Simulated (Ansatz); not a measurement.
# Ti: the cost of one run

Method: DFT r2SCAN, scalar-relativistic, plane waves, PAW, in Ansatz 0.2.0.

2 further runs of the same task are left out: 2 set aside as unsound or not needed.

### Step 1. Starting point

Symmetry: Fm-3m, No. 225, cubic system. Conventional cell: a = 4.110 Å, b = 4.110 Å, c = 4.110 Å, α = 90.00°, β = 90.00°, γ = 90.00°. Ti (site symmetry m-3m) is surrounded by 12 Ti at 2.91 Å.

Coordinates:

```
Ti
1.0
     0.00000    2.05515    2.05515
     2.05515    0.00000    2.05515
     2.05515    2.05515    0.00000
Ti
1
Direct
  0.00000 0.00000 0.00000
```

It is the result of an earlier relaxation at this level (volume 17.36 Å³/atom; gap on the mesh: none (metal)).

### Step 2. Bulk reference on the slab's mesh

input.yaml reads:

```yaml
crystal:
  lattice:
    - [2.9064232872, 0.0, 0.0]
    - [-1.4532116436, 2.5170364009, 0.0]
    - [1.4532116436, 0.8390121336, 2.3730846768]
  atoms:
    - { symbol: Ti, position: [0.0, 0.0, 0.0] }
basis:
  ecutwfc: 500
kpoints:
  mp_grid: { grid: [12, 12, 14] }
hamiltonian:
  xc: r2scan
scf:
  occupations: { method: gaussian, width: 0.1 }
output:
  forces: true
  stress: true
  eigenvalues: true
```

Command:

```sh
$ ansatz run input.yaml --threads 1 --pin off --max-ram 2560MiB --backend cpu --events-out ev --progress --plain --runs-dir out
```

What time and memory should one allow on 1 thread of Intel Xeon 6975P-C (Granite Rapids), shared host?

About 5.6 s, with a peak of 0.52 GiB.
